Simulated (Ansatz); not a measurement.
# InP (zincblende type): how the settings move a single-point run

Aim: see which settings change the result for InP (zincblende type), by how much, and at what cost.

Method: reference: DFT, PBE, all-electron PAW with datasets made for the crystal, scalar-relativistic, in Ansatz 0.2.0.

1 further run of the same task is left out (set aside as unsound or not needed).

**1. The system as given**

It takes space group F-43m (No. 216, cubic). Conventional cell: a = 5.960 Å, b = 5.960 Å, c = 5.960 Å, α = 90.00°, β = 90.00°, γ = 90.00°. In (site symmetry -43m) has 4 P at 2.58 Å as nearest neighbours. P (site symmetry -43m) has 4 In at 2.58 Å as nearest neighbours.

Coordinates:

```cif
data_structure
_symmetry_space_group_name_H-M 'F-43m'
_symmetry_Int_Tables_number 216
_cell_length_a 5.9598
_cell_length_b 5.9598
_cell_length_c 5.9598
_cell_angle_alpha 90.000
_cell_angle_beta 90.000
_cell_angle_gamma 90.000
_cell_volume 211.68
loop_
_atom_site_label
_atom_site_type_symbol
_atom_site_symmetry_multiplicity
_atom_site_Wyckoff_symbol
_atom_site_fract_x
_atom_site_fract_y
_atom_site_fract_z
_atom_site_occupancy
In1 In 4 a 0.00000 0.00000 0.00000 1
P1 P 4 d 0.25000 0.25000 0.75000 1
```

**2. Reference**

Contents of input.yaml:

```yaml
crystal:
  lattice:
    - [0.0, 2.9798790903, 2.9798790903]
    - [2.9798790903, 0.0, 2.9798790903]
    - [2.9798790903, 2.9798790903, 0.0]
  atoms:
    - { symbol: In, position: [0.0, 0.0, 0.0] }
    - { symbol: P, position: [0.25, 0.25, 0.25] }
kpoints:
  mp_grid: { grid: [12, 12, 12] }
scf:
  occupations: { method: fermi_dirac, width: 0.08 }
hamiltonian:
  xc: pbe
  pseudopotentials: { kind: all_electron, datasets: crystal, nuclear_model: point }
output:
  forces: true
  stress: true
  eigenvalues: true
  efg: { contact_densities: true }
```

The run is started by

```bash
$ ansatz run input.yaml --threads 1 --pin off --max-ram 2048MiB --backend cpu --events-out ev --progress --plain --runs-dir out
```

**3. Changing settings: preconditioner resta**

input.yaml: that of step 2 with these lines changed.

```diff
@@ -12,2 +12,3 @@
   occupations: { method: fermi_dirac, width: 0.08 }
+  mixing: { preconditioner: resta }
 hamiltonian:
```

**Question.** What will these runs give? Wanted: for each run, ending; energy change; pressure; gap; force.

The runs gave:

| run | ending | energy change | pressure (GPa) | gap (eV) | force (eV/Å) | cycles | time |
| --- | --- | --- | --- | --- | --- | --- | --- |
| reference | converged | 0 | 0.0 | 0.44 | 0.00 | 7 | 12 s |
| 1: preconditioner resta | converged | 0.0 meV/atom | 0.0 | 0.44 | 0.00 | 9 | 13 s |

Residual by cycle in the longest SCF loop of each run; runs are numbered as in the table. The quantity is the density residual dr2, in eV.

```
cycle  reference    run 1
    1       1.37     1.37
    2     0.0979    0.208
    3     0.0178   0.0167
    4     2.5e-4  0.00158
    5     1.8e-5   2.7e-4
    6     4.0e-6   7.4e-5
    7     8.3e-9   1.6e-6
    8          -   1.2e-7
    9          -   1.9e-9
```

What this shows: With the changed mixing the energy agrees within 0.5 meV/atom. Cost: 9 SCF cycles against 7.
